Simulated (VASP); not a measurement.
# BP (I-4m2) in VASP: a series of runs

One crystal, BP, is run at these levels: PBE, HSE06, r2SCAN; tasks: single point.

All numbers are computed with VASP 6.6.1; they aren't measurements. Logs are shortened: lines on timing, memory, paths and dates and some standing lists are left out, and cuts for length are marked.

## 1. The cell of the first run

Symmetry: I-4m2, No. 119, tetragonal system. Conventional cell: a = 3.331 Å, b = 3.331 Å, c = 4.537 Å, α = 90.00°, β = 90.00°, γ = 90.00°. Around B (site symmetry -4m2) lie 4 P at 2.01 Å. P (site symmetry -4m2) is surrounded by 4 B at 2.01 Å.

The cell was built by a generator and needn't be a form met in nature.

## 2. Single point, PBE (biaxial_xy strain +3.8%)

Contents of INCAR:

```
SYSTEM = BP
  ALGO = Normal
  EDIFF = 1E-6
  ENCUT = 520
  GGA = PE
  ISIF = 2
  ISMEAR = -1
  LASPH = .TRUE.
  LCHARG = .FALSE.
  LREAL = .FALSE.
  LWAVE = .FALSE.
  NBANDS = 11
  NELM = 60
  PREC = Accurate
  SIGMA = 0.02
```

Contents of KPOINTS:

```
k-points
0
G
  10 10 10
  0 0 0
```

Contents of POSCAR:

```
BP
1.0
    0.0000000000      2.3551921746      2.2683156840
    2.3551921746      0.0000000000      2.2683156840
    2.3551921746      2.3551921746      0.0000000000
B P
1 1
Direct
    0.0000000000      0.0000000000      0.0000000000
    0.2500000000      0.2500000000      0.2500000000
```

Potentials or basis: VASP PAW PBE potentials, release 64 (B, P).

Started as:

```
$ cat potpaw_PBE.64/B/POTCAR potpaw_PBE.64/P/POTCAR > POTCAR
$ mpirun -np 1 vasp_std > vasp.out
```

OUTCAR:

```text
SYSTEM = BP
   EDIFF = 1E-6
   ENCUT = 520
   GGA = PE
   ISIF = 2
   ISMEAR = -1
   LASPH = .TRUE.
   LREAL = .FALSE.
   NELM = 60
   PREC = Accurate

 ion  position               nearest neighbor table
   1  0.000  0.000  0.000-   2 2.01   2 2.01   2 2.01   2 2.01
   2  0.250  0.250  0.250-   1 2.01   1 2.01   1 2.01   1 2.01

  LATTYP: Found a body centered tetragonal cell.
 ALAT       =     3.3307447153
 C/A-ratio  =     1.3620471563

  Lattice vectors:

 A1 = (   0.0000000000,  -2.3551921746,  -2.2683156840)
 A2 = (   0.0000000000,   2.3551921746,  -2.2683156840)
 A3 = (   2.3551921746,   0.0000000000,   2.2683156840)

Analysis of symmetry for initial positions (statically):
=====================================================================
 Subroutine PRICEL returns:
 Original cell was already a primitive cell.

 Routine SETGRP: Setting up the symmetry group for a
 body centered tetragonal supercell.

 Subroutine GETGRP returns: Found  8 space group operations
 (whereof  8 operations were pure point group operations)
 out of a pool of 16 trial point group operations.

The static configuration has the point symmetry D_2d.

Analysis of symmetry for dynamics (positions and initial velocities):
=====================================================================
 Subroutine PRICEL returns:
 Original cell was already a primitive cell.

 Routine SETGRP: Setting up the symmetry group for a
 body centered tetragonal supercell.

 Subroutine GETGRP returns: Found  8 space group operations
 (whereof  8 operations were pure point group operations)
 out of a pool of 16 trial point group operations.

The dynamic configuration has the point symmetry D_2d.

 Subroutine INISYM returns: Found  8 space group operations
 (whereof  8 operations are pure point group operations),
 and found     1 'primitive' translations

----------------------------------------------------------------------------------------

                                     Primitive cell

  volume of cell :      25.1644

  direct lattice vectors                    reciprocal lattice vectors
     0.000000000  2.355192175  2.268315684    -0.212296901  0.212296901  0.220427872
     2.355192175  0.000000000  2.268315684     0.212296901 -0.212296901  0.220427872
     2.355192175  2.355192175  0.000000000     0.212296901  0.212296901 -0.220427872

  length of vectors
     3.269890858  3.269890858  3.330744715     0.372462609  0.372462609  0.372462609

  position of ions in fractional coordinates (direct lattice)
     0.000000000  0.000000000  0.000000000
     0.250000000  0.250000000  0.250000000

  ion indices of the primitive-cell ions
   primitive index   ion index
                 1           1
                 2           2

----------------------------------------------------------------------------------------

 KPOINTS: k-points

Automatic generation of k-mesh.
 Grid dimensions read from file:
 generate k-points for:   10   10   10

 Generating k-lattice:

  Cartesian coordinates                     Fractional coordinates (reciprocal lattice)
    -0.021229690  0.021229690  0.022042787     0.100000000  0.000000000  0.000000000
     0.021229690 -0.021229690  0.022042787     0.000000000  0.100000000  0.000000000
     0.021229690  0.021229690 -0.022042787     0.000000000  0.000000000  0.100000000

  Length of vectors
     0.037246261  0.037246261  0.037246261

  Shift w.r.t. Gamma in fractional coordinates (k-lattice)
     0.000000000  0.000000000  0.000000000

 Subroutine IBZKPT returns following result:
 ===========================================

 Found    102 irreducible k-points:

 Following reciprocal coordinates:
            Coordinates               Weight
  0.000000  0.000000  0.000000      1.000000
  0.100000  0.000000  0.000000      8.000000
  0.200000  0.000000  0.000000      8.000000
  0.300000  0.000000  0.000000      8.000000
  0.400000  0.000000  0.000000      8.000000
  0.500000 -0.000000  0.000000      4.000000
[... 16 lines left out ...]
  0.300000  0.300000  0.000000      2.000000
  0.400000  0.300000  0.000000      8.000000
 [... further k-points ...]
   k-points           NKPTS =    102   k-points in BZ     NKDIM =    102   number of bands    NBANDS=     11
   number of dos      NEDOS =    301   number of ions     NIONS =      2
   total plane-waves  NPLWV =  16128
   dimension x,y,z NGX =    24 NGY =   24 NGZ =   28
   dimension x,y,z NGXF=    48 NGYF=   48 NGZF=   56
   ions per type =               1   1
   NGX,Y,Z   is equivalent  to a cutoff of  12.20, 12.20, 13.98 a.u.
   NGXF,Y,Z  is equivalent  to a cutoff of  24.40, 24.40, 27.95 a.u.
 SYSTEM =  BP
   PREC   = accura    normal or accurate (medium, high low for compatibility)
   ISTART =      0    job   : 0-new  1-cont  2-samecut
   ICHARG =      2    charge: 1-file 2-atom 10-const
   ISPIN  =      1    spin polarized calculation?
   LNONCOLLINEAR =      F non collinear calculations
   LSORBIT =      F    spin-orbit coupling
   LASPH  =      T    aspherical Exc in radial PAW
   ENCUT  =  520.0 eV  38.22 Ry    6.18 a.u.   6.08  6.08  6.19*2*pi/ulx,y,z
   NELM   =     60;   NELMIN=  2; NELMDL= -5     # of ELM steps
   EDIFF  = 0.1E-05   stopping-criterion for ELM
   LREAL  =      F    real-space projection
   EDIFFG = 0.1E-04   stopping-criterion for IOM
   NSW    =      0    number of steps for IOM
   IBRION =     -1    ionic relax: 0-MD 1-quasi-New 2-CG
   NFREE  =      0    steps in history (QN), initial steepest desc. (CG)
   ISIF   =      2    stress and relaxation
   ISYM   =      2    0-nonsym 1-usesym 2-fastsym
   POTIM  = 0.5000    time-step for ionic-motion
   TEBEG  =    0.0;   TEEND  =   0.0 temperature during run
   PSTRESS=    0.0 pullay stress
   NELECT =       8.0000    total number of electrons
   NUPDOWN=      -1.0000    fix difference up-down
   EMIN   =  10.00;   EMAX   =-10.00  energy-range for DOS
   EFERMI =   0.00;   METHOD = LEGACY
   ISMEAR =    -1;   SIGMA  =   0.02  broadening in eV -4-tet -1-fermi 0-gaus
   EFERMI_NEDOS =   21; number of points for ismear=-14 and -15
   IALGO  =     38    algorithm
   IMIX   =      4    mixing-type and parameters
     AMIX     =   0.40;   BMIX     =  1.00
     AMIX_MAG =   1.60;   BMIX_MAG =  1.00
  volume/ion in A,a.u.               =      12.58        84.91
  Fermi-wavevector in a.u.,A,eV,Ry     =   1.117316  2.111421 16.985452  1.248395
  Thomas-Fermi vector in A             =   2.253938
   LORBIT       =      0    0 simple, 1 ext, 2 COOP (PROOUT), +10 PAW based schemes
   GGA     = PE    functional components
   LHFCALC =     F    Hartree Fock is set to
   AEXX    =    0.0000 exact exchange contribution
   IVDW    =     0    specifies the selected vdW correction
   LEPSILON=     F    determine dielectric tensor
   LRPA    =     F    only Hartree local field effects (RPA)
 non-spin polarized calculation
  energy-cutoff  :      520.00
  volume of cell :       25.16
 maximum number of plane-waves:       689
   NGX = 13   NGY = 13   NGZ = 13

 number of electron       7.9999999 magnetization

 Free energy of the ion-electron system (eV)
  ---------------------------------------------------
  ext. energy  EPLUGINS =         0.00000000
  ---------------------------------------------------
  free energy    TOTEN  =       -12.85981918 eV

  energy without entropy =      -12.85981918  energy(sigma->0) =      -12.85981918

 E-fermi :   7.2160     XC(G=0): -10.5917

 val. band max:        6.8044994310   @ k =   0.0000   0.0000   0.0000
 cond. band min:       7.6044107407   @ k =   0.4000   0.4000   0.0000
 fundamental gap:      0.7999113097
 Fermi energy:         7.2160090575

 k-point     1 :       0.0000    0.0000    0.0000
  band No.  band energies     occupation
      1      -8.2349      2.00000
      2       6.4657      2.00000
      3       6.4657      2.00000
      4       6.8045      2.00000
      5       9.7419      0.00000
      6       9.9603      0.00000
      7       9.9603      0.00000
      8      12.8300      0.00000
      9      17.6161      0.00000
     10      18.0413      0.00000
     11      18.9237      0.00000

 k-point     2 :       0.1000    0.0000    0.0000
  band No.  band energies     occupation
      1      -8.0655      2.00000
      2       5.3143      2.00000
      3       6.1796      2.00000
      4       6.4421      2.00000
      5      10.0686      0.00000
      6      10.3299      0.00000
      7      10.3718      0.00000
      8      13.4308      0.00000
      9      17.4873      0.00000
     10      18.1072      0.00000
     11      18.2359      0.00000

 k-point     3 :       0.2000    0.0000    0.0000
  band No.  band energies     occupation
      1      -7.5650      2.00000
      2       3.0933      2.00000
      3       5.6240      2.00000
      4       5.9326      2.00000
      5      10.2188      0.00000
      6      10.9631      0.00000
      7      11.0072      0.00000
      8      14.8064      0.00000
      9      17.0790      0.00000
     10      17.4686      0.00000
     11      19.0326      0.00000

 k-point     4 :       0.3000    0.0000    0.0000
  band No.  band energies     occupation
      1      -6.7656      2.00000
      2       0.8626      2.00000
      3       5.1268      2.00000
      4       5.4971      2.00000
      5      10.0475      0.00000
      6      11.2254      0.00000
      7      11.4648      0.00000
      8      16.0041      0.00000
      9      17.7620      0.00000
     10      17.7832      0.00000
     11      19.2464      0.00000

 k-point     5 :       0.4000    0.0000    0.0000
  band No.  band energies     occupation
      1      -5.7871      2.00000
      2      -1.0232      2.00000
      3       4.8064      2.00000
      4       5.2233      2.00000
      5       9.8826      0.00000
      6      11.1499      0.00000
      7      11.5396      0.00000
      8      16.4337      0.00000
      9      19.0819      0.00000
     10      19.4847      0.00000
     11      20.0834      0.00000
[... 211 lines left out ...]
 k-point    21 :      -0.3000    0.2000    0.0000
  band No.  band energies     occupation
      1      -5.6157      2.00000
      2       0.0170      2.00000
      3       2.3945      2.00000
      4       4.5314      2.00000
      5      10.0573      0.00000
      6      12.4906      0.00000
      7      13.3415      0.00000
      8      15.5002      0.00000
      9      16.7745      0.00000
     10      18.3502      0.00000
     11      22.7359      0.00000

 k-point    22 :      -0.2000    0.2000    0.0000
  band No.  band energies     occupation
      1      -6.5298      2.00000
      2       1.5992      2.00000
      3       2.8688      2.00000
      4       5.1736      2.00000
      5      10.5676      0.00000
      6      11.7459      0.00000
      7      12.9048      0.00000
      8      14.4873      0.00000
      9      15.9036      0.00000
     10      19.3861      0.00000
     11      21.2371      0.00000

 k-point    23 :       0.3000    0.3000    0.0000
  band No.  band energies     occupation
      1      -6.1587      2.00000
      2       2.0720      2.00000
      3       3.3737      2.00000
      4       3.3737      2.00000
      5       7.8666      0.00000
      6      10.4343      0.00000
      7      15.0008      0.00000
      8      15.0008      0.00000
      9      18.9986      0.00000
     10      20.3220      0.00000
     11      22.5119      0.00000

 k-point    24 :       0.4000    0.3000    0.0000
  band No.  band energies     occupation
      1      -5.3678      2.00000
      2       0.7408      2.00000
      3       2.7206      2.00000
      4       3.0776      2.00000
      5       8.1402      0.00000
      6      10.0160      0.00000
      7      15.5610      0.00000
      8      15.5618      0.00000
      9      19.9843      0.00000
     10      21.2764      0.00000
     11      22.8647      0.00000

 [... further k-points ...]

------------------------ aborting loop because EDIFF is reached ----------------------------------------

  FORCE on cell =-STRESS in cart. coord.  units (eV):
  Direction    XX          YY          ZZ          XY          YZ          ZX
  --------------------------------------------------------------------------------------
  -------------------------------------------------------------------------------------
  Total       -2.0049890     -2.0049890     -0.5958984      0.0000000     -0.0000000     -0.0000000
  in kB     -127.6545768   -127.6545768    -37.9399373      0.0000000     -0.0000000     -0.0000000
  external PRESSURE =     -97.7496970 kB  Pullay stress =       0.0000000 kB

 VOLUME and BASIS-vectors are now :
 -----------------------------------------------------------------------------
  energy-cutoff  :      520.00
  volume of cell :       25.16
      direct lattice vectors                 reciprocal lattice vectors
     0.000000000  2.355192175  2.268315684    -0.212296901  0.212296901  0.220427872
     2.355192175  0.000000000  2.268315684     0.212296901 -0.212296901  0.220427872
     2.355192175  2.355192175  0.000000000     0.212296901  0.212296901 -0.220427872

 POSITION                                       TOTAL-FORCE (eV/Angst)
 -----------------------------------------------------------------------------------
      0.00000      0.00000      0.00000        -0.000000     -0.000000      0.000000
      1.17760      1.17760      1.13416         0.000000      0.000000      0.000000
 -----------------------------------------------------------------------------------
    total drift:                               -0.000000     -0.000000      0.000000

  FREE ENERGIE OF THE ION-ELECTRON SYSTEM (eV)
  ---------------------------------------------------
  free  energy   TOTEN  =       -12.8598191755 eV

  energy  without entropy=      -12.8598191755  energy(sigma->0) =      -12.85981918
```

Run time: 15 s. Hardware: 1 thread of Intel Xeon 6975P-C (Granite Rapids), shared host; peak memory 0.15 GiB.

What came out:

| Quantity | Value |
| --- | --- |
| Free energy | -12.8598 eV |
| Pressure | -9.8 GPa |
| Band gap on the k mesh | 0.80 eV, indirect (least direct gap 2.94 eV) |

A k mesh can miss the band edges.

## 3. Single point, HSE06 (epitaxial_xy strain +4.5%)

Contents of POSCAR:

```
BP
1.0
    0.0000000000      2.3699362266      2.2267305251
    2.3699362266      0.0000000000      2.2267305251
    2.3699362266      2.3699362266      0.0000000000
B P
1 1
Direct
    0.0000000000      0.0000000000      0.0000000000
    0.2500000000      0.2500000000      0.2500000000
```

Contents of INCAR.step1:

```
PREC = Accurate ; ENCUT = 520
EDIFF = 1E-5 ; ISMEAR = 0
SIGMA = 0.01 ; LREAL = False
LASPH = True ; NELM = 60
ALGO = Normal ; ISIF = 2
LWAVE = True ; LCHARG = False
NBANDS = 11 ; GGA = PE
```

Contents of INCAR.step2:

```
PREC = Accurate ; ENCUT = 520
EDIFF = 1E-6 ; ISMEAR = 0
SIGMA = 0.01 ; LREAL = False
LASPH = True ; NELM = 60
ALGO = Normal ; ISIF = 2
LWAVE = False ; LCHARG = False
GGA = PE ; LHFCALC = True
HFSCREEN = 0.2079 ; PRECFOCK = Normal
NBANDS = 11 ; ISTART = 1
```

Contents of KPOINTS:

```
regular mesh
0
Gamma
  6 6 6
```

Potentials or basis: VASP PAW PBE potentials, release 64 (B, P).

Started as:

```
$ cat potpaw_PBE.64/B/POTCAR potpaw_PBE.64/P/POTCAR > POTCAR
$ cp INCAR.step1 INCAR
$ mpirun -np 1 vasp_std > vasp.out
$ cp INCAR.step2 INCAR
$ mpirun -np 1 vasp_std > vasp.out
```

Run time: 9.1 min. Hardware: 1 thread of Intel Xeon 6975P-C (Granite Rapids), shared host; peak memory 0.24 GiB.

The run converged. Its results:

* Free energy: -14.6979 eV
* Pressure: -12.1 GPa
* Band gap on the k mesh: 1.27 eV, indirect (least direct gap 3.63 eV)

Stress tensor (GPa, compression positive):
```
-17.25   0.00   0.00
  0.00 -17.25   0.00
  0.00   0.00  -1.85
```

Levels at points of the mesh, in eV from the valence-band top:
```
           k point  band 2  band 3  band 4  band 5  band 6  band 7
(0.00, 0.00, 0.00)   -0.58   -0.58    0.00    3.63    3.99    3.99
(0.50, 0.00, 0.00)   -9.86   -2.60   -1.84    3.65    4.98    5.87
(0.50, 0.50, 0.00)   -9.20   -5.06   -5.06    1.34    1.53   12.75
(0.50, 0.00, 0.50)   -9.77   -4.47   -4.35    2.05    2.37   12.08
```

Caveat: the PAW data sets were made with another functional, which shifts forces and pressure a little.

## 4. Single point, r2SCAN (biaxial_xy strain +3.8%)

Contents of POSCAR:

```
BP
1.0
    0.0000000000      2.3551921746      2.2683156840
    2.3551921746      0.0000000000      2.2683156840
    2.3551921746      2.3551921746      0.0000000000
B P
1 1
Direct
    0.0000000000      0.0000000000      0.0000000000
    0.2500000000      0.2500000000      0.2500000000
```

Contents of INCAR.step1:

```
PREC = Accurate ; ENCUT = 520
ISMEAR = 0 ; SIGMA = 0.01
LREAL = F ; LASPH = T
NELM = 80 ; NBANDS = 11
GGA = PE ; ALGO = Normal
EDIFF = 1E-4 ; LWAVE = T
LCHARG = F
```

Contents of INCAR.step2:

```
PREC = Accurate ; ENCUT = 520
EDIFF = 1E-6 ; ISMEAR = 0
SIGMA = 0.01 ; LREAL = F
LASPH = T ; NELM = 80
ALGO = Normal ; ISIF = 2
LWAVE = F ; LCHARG = F
METAGGA = R2SCAN ; LMIXTAU = T
NBANDS = 11 ; ISTART = 1
```

Contents of KPOINTS:

```
Automatic mesh
0
Gamma
  10 10 10
```

Started as:

```
$ cat potpaw_PBE.64/B/POTCAR potpaw_PBE.64/P/POTCAR > POTCAR
$ cp INCAR.step1 INCAR
$ mpirun -np 1 vasp_std > vasp.out
$ cp INCAR.step2 INCAR
$ mpirun -np 1 vasp_std > vasp.out
```

Run time: 50 s. Hardware: 1 thread of Intel Xeon 6975P-C (Granite Rapids), shared host; peak memory 0.15 GiB.

Results (log left out):

```yaml
Free_energy: -17.2211 eV
Pressure: -11.5 GPa
Band_gap_on_the_k_mesh: 0.97 eV, indirect (least direct gap 3.15 eV)
```

Stress tensor (GPa, compression positive):
```
-14.70   0.00   0.00
  0.00 -14.70   0.00
  0.00   0.00  -5.07
```

Levels at points of the mesh, in eV from the valence-band top:
```
           k point  band 1  band 2  band 3  band 4  band 5  band 6  band 7  band 8
(0.00, 0.00, 0.00)  -15.83   -0.36   -0.36    0.00    3.15    3.39    3.39    6.58
(0.50, 0.00, 0.00)  -12.62   -9.20   -2.24   -1.78    3.32    4.57    5.04   10.41
(0.50, 0.50, 0.00)  -10.84   -8.76   -4.56   -4.56    1.15    1.40   12.09   12.09
(0.50, 0.00, 0.50)  -11.18   -9.08   -4.21   -4.14    1.59    1.91   11.70   12.38
```

Caveat: the PAW data sets were made with another functional, which shifts forces and pressure a little. A k mesh can miss the band edges.

## 5. Summary

```csv
level,cell,k mesh,smearing,exchange at q = 0,grid for exact exchange (PRECFOCK),screening parameter,gap on the mesh (eV),pressure (GPa)
PBE,biaxial_xy strain +3.8%,10 × 10 × 10,fermi-dirac 0.02 eV,-,-,-,0.80,-9.8
HSE06,epitaxial_xy strain +4.5%,6 × 6 × 6,gaussian 0.01 eV,truncated,Normal,0.2079 1/A,1.27,-12.1
r2SCAN,biaxial_xy strain +3.8%,10 × 10 × 10,gaussian 0.01 eV,-,-,-,0.97,-11.5
```

Alike in all rows: task single point; potentials or basis VASP PAW PBE potentials, release 64 (B, P); no spin polarisation; cutoff (eV) 520.

Caveats: the PAW data sets were made with another functional, which shifts forces and pressure a little (some runs).

Total energies depend on the potentials used, so only differences within one code and one set of settings carry meaning.
